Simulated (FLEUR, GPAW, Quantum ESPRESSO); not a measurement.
# One calculation of Cu, 3 ways

```
CELL_PARAMETERS angstrom
0.00000 1.80750 1.80750
1.80750 0.00000 1.80750
1.80750 1.80750 0.00000
ATOMIC_POSITIONS crystal
Cu 0.00000 0.00000 0.00000
```

Alike in all runs: task equation of state; functional PBE; k mesh 13 × 13 × 13; occupations fermi-dirac, width 0.05 eV; no spin polarisation; no spin-orbit coupling.

```csv
program and potentials,plane-wave cutoff (eV),notes,equilibrium volume (Å³/atom),bulk modulus (GPa)
"Quantum ESPRESSO, GBRV 1.5 PBE",612,-,11.97,143.3
"GPAW, PAW data sets generated for this functional",600,-,12.08,137.9
"FLEUR, all-electron, FLAPW",-,-,?,?
```

Task: Estimate from the other rows what the run with FLEUR, all-electron, FLAPW gave.

Result: Equilibrium volume 11.94 Å³/atom; bulk modulus 141.8 GPa. The other rows, which needn't bracket it: equilibrium volume 11.97 to 12.08; bulk modulus 137.9 to 143.3.
